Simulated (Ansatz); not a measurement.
**Hf2S: what the smearing entropy tells about the Fermi level**

Theory: DFT r2SCAN, scalar-relativistic, plane waves, PAW in Ansatz 0.2.0.

```yaml
crystal:
  lattice:
    - [3.37427, 0.00000, 0.00000]
    - [-1.68714, 2.92221, 0.00000]
    - [0.00000, 0.00000, 11.71741]
  atoms:
    - { symbol: Hf, position: [0.66667, 0.33333, 0.89981] }
    - { symbol: Hf, position: [0.33333, 0.66667, 0.39981] }
    - { symbol: Hf, position: [0.66667, 0.33333, 0.60019] }
    - { symbol: Hf, position: [0.33333, 0.66667, 0.10019] }
    - { symbol: S, position: [0.00000, 0.00000, 0.75000] }
    - { symbol: S, position: [0.00000, 0.00000, 0.25000] }
```

```json
{
  "plane-wave cutoff": "500 eV",
  "Γ-centred k-mesh": "12×12×4",
  "spin treatment": "unpolarised"
}
```

The same metal under several smearings of width σ, on one mesh. F is the free energy, TS the smearing's entropy term for the cell of 6 atoms, and E = F + TS. Gaussian occupations are ½ erfc[(ε − μ)/σ], and N counts both spins. Spin–orbit coupling is left out, which shifts the bands of heavy elements.

```tsv
rule	σ (eV)	F − F(narrowest) (meV/atom)	TS (meV/cell)
Fermi–Dirac	0.02	-0.004	4.411
Fermi–Dirac	0.05	-1.584	20.839
Fermi–Dirac	0.2	-25.787	320.776
Fermi–Dirac	0.5	-203.184	2828.614
Gaussian	0.05	0.000	4.278
Gaussian	0.1	-0.910	13.398
Gaussian	0.5	-23.586	281.810
```

Question: For a density of states N (both spins) that is flat over the smeared range, TS = Nσ²/2 (Gaussian) and (π²/3)Nσ² (Fermi–Dirac). What N does each run give?

Answer:
| rule | σ (eV) | N (states/eV a cell) |
| --- | --- | --- |
| Fermi–Dirac | 0.02 | 3.35 |
| Fermi–Dirac | 0.05 | 2.53 |
| Fermi–Dirac | 0.2 | 2.44 |
| Fermi–Dirac | 0.5 | 3.44 |
| Gaussian | 0.05 | 3.42 |
| Gaussian | 0.1 | 2.68 |
| Gaussian | 0.5 | 2.25 |

Equal entropy needs σ_Gauss = π√(2/3) σ_FD = 2.57 σ_FD, so a Fermi–Dirac width acts like a Gaussian one 2.57 times as large. At moderate widths N lies between 2.53 and 3.42. The drift shows structure in the density of states within the smeared window (a rise with width points to a dip at the Fermi level, a fall to a peak or a steep flank), or a mesh too coarse for the narrower widths. At the narrowest widths only the few mesh levels within σ of μ count, so N can scatter there.

Question: To second order F = E0 − TS/2 and E = E0 + TS/2. How well does E0 = (E + F)/2 undo the smearing?

Answer:
| rule | σ (eV) | F − E0(narrowest) (meV/atom) | (E + F)/2 − E0(narrowest) (meV/atom) |
| --- | --- | --- | --- |
| Fermi–Dirac | 0.02 | -0.36 | 0.01 |
| Fermi–Dirac | 0.05 | -1.94 | -0.20 |
| Fermi–Dirac | 0.2 | -26.14 | 0.59 |
| Fermi–Dirac | 0.5 | -203.54 | 32.18 |
| Gaussian | 0.05 | -0.36 | 0.00 |
| Gaussian | 0.1 | -1.27 | -0.15 |
| Gaussian | 0.5 | -23.94 | -0.46 |

At Fermi–Dirac 0.05 eV the free energy is off by -1.94 meV/atom and the mean by -0.20. What remains is of order σ⁴ plus the mesh error of the narrowest run, which is no exact reference. Forces and stress are derivatives of F, not of E0, so they keep the σ² error.

Cost: 7 runs of about 4.3 core-minutes in all, on Intel Xeon Platinum 8488C (Sapphire Rapids) (shared hosts).

The entropy points to a metal whose density of states stays modest around the Fermi level and rises further out. N does not follow width monotonically: it falls from the narrowest smearings, then climbs to 3.44 states/eV a cell at the broadest Fermi–Dirac width. That climb probably reflects the flanks of the Hf 5d bands. Sulfur takes up only part of the hafnium valence charge, and the remaining electrons occupy metal–metal bonding states, which in this layered, metal-rich sulfide can extend into the space between facing Hf layers.

The residual of 32.18 meV/atom in the mean energy fits the same picture. Upward curvature of the density of states adds a positive fourth-order term, which averaging E and F cannot cancel, and the long Fermi–Dirac tails give distant states extra weight. The good cancellation at smaller widths therefore supports the extrapolated energy, but not a precise density of states at the Fermi level. Entropy alone also cannot separate Hf d from interlayer character.
